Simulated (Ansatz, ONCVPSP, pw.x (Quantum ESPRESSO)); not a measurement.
## Ga (Z = 31): does the ONCV potential hold in the solid?

ONCVPSP 4.0.1.1 (patched build) input, shortened (lines: element, Z, core and valence counts, functional; n l f; lmax; l rc ep ncon nbas qcut; lloc lpopt rc5 dvloc0; l nproj debl; icmod fcfact rcfact), PBEsol, scalar-relativistic:

```
  Ga 31.00    6    2  -116133      upf
    1    0    2.00
    2    0    2.00
    2    1    6.00
    3    0    2.00
    3    1    6.00
    3    2   10.00
    4    0    2.00
    4    1    1.00
    1
    0    2.05    0.00    4    7    4.10
    1    2.00    0.00    4    8    4.40
    4    5    1.90    0.00
    0    2    1.50
    1    3    2.10
    1    0.35    0.00
```

Atomic tests: cutoffs needed: 6.9 Ha and 13 Ha (the cutoffs (Ha) at which the residual kinetic energy of the hardest occupied pseudo-wave falls to 1 and 0.1 mHa per electron) The cutoffs count occupied waves only; projector 3 of the p channel, the hardest unoccupied one, needs 54 Ha at the loose tolerance.; ghost test: no bound ghost flagged; GHOST(+) flagged for s at 131.6 eV; largest excitation error: -202 meV (all-electron minus pseudo) for 4s1 4p0, out of 4 test configurations.

Crystal test: fcc Ga in pw.x 7.5, no spin, 14³ k-points, Fermi–Dirac smearing 0.01 Ry, cutoffs 50/200 Ry. The lattice is a test structure that the element need not adopt, and mesh and smearing are coarse.

pw.x input:

```
&control
  calculation='scf', prefix='x', pseudo_dir='./', outdir='./tmp', tstress=.true., disk_io='none'
/
&system
  ibrav=0, nat=1, ntyp=1, ecutwfc=50, ecutrho=200, nbnd=8,
  occupations='smearing', smearing='fd', degauss=0.01
/
&electrons
  conv_thr=1e-09, mixing_beta=0.4, electron_maxstep=70
/
ATOMIC_SPECIES
Ga 1.0 Ga.UPF
CELL_PARAMETERS angstrom
  0.00000000 2.06912501 2.06912501
  2.06912501 0.00000000 2.06912501
  2.06912501 2.06912501 0.00000000
ATOMIC_POSITIONS crystal
Ga 0.0000 0.0000 0.0000
K_POINTS automatic
14 14 14 0 0 0
```

```bash
pw.x < Ga.scf.in > Ga.scf.out
```

Question: How does the run end?

Answer: It converges; the pressure is -16.19 GPa against 0.07 GPa from all-electron LAPW. This is a poor potential for the solid. The log shows:

```
     using ibrav=0 with symmetry is DISCOURAGED, use correct ibrav instead
     lattice parameter (alat)  =       5.5297  a.u.
     unit-cell volume          =     119.5602 (a.u.)^3
     number of electrons       =         3.00
     number of Kohn-Sham states=            8
     kinetic-energy cutoff     =      50.0000  Ry
     charge density cutoff     =     200.0000  Ry
     scf convergence threshold =      1.0E-09
     Exchange-correlation= PBESOL
     number of k points=   104  Fermi-Dirac smearing, width (Ry)=  0.0100
     iteration #  1     ecut=    50.00 Ry     beta= 0.40
     total energy              =      -6.53262685 Ry
     estimated scf accuracy    <       0.00519638 Ry
     iteration #  2     ecut=    50.00 Ry     beta= 0.40
     total energy              =      -6.53189092 Ry
     estimated scf accuracy    <       0.00160669 Ry
     iteration #  3     ecut=    50.00 Ry     beta= 0.40
     total energy              =      -6.53197663 Ry
     estimated scf accuracy    <       0.00000264 Ry
     iteration #  4     ecut=    50.00 Ry     beta= 0.40
     total energy              =      -6.53198011 Ry
     estimated scf accuracy    <       0.00000010 Ry
     iteration #  5     ecut=    50.00 Ry     beta= 0.40
     total energy              =      -6.53198012 Ry
     estimated scf accuracy    <       0.00000003 Ry
     iteration #  6     ecut=    50.00 Ry     beta= 0.40
     the Fermi energy is     5.9242 ev
!    total energy              =      -6.53198012 Ry
     estimated scf accuracy    <          2.1E-10 Ry
     smearing contrib. (-TS)   =      -0.00188359 Ry
     The total energy is F=E-TS. E is the sum of the following terms:
     one-electron contribution =       2.64369898 Ry
     hartree contribution      =       0.01385291 Ry
     xc contribution           =      -3.91106030 Ry
     ewald contribution        =      -5.27658811 Ry
     convergence has been achieved in   6 iterations
          total   stress  (Ry/bohr**3)                   (kbar)     P=     -161.89
     Message from routine punch:
     Nothing written, as per user request (disk_io='none')
```
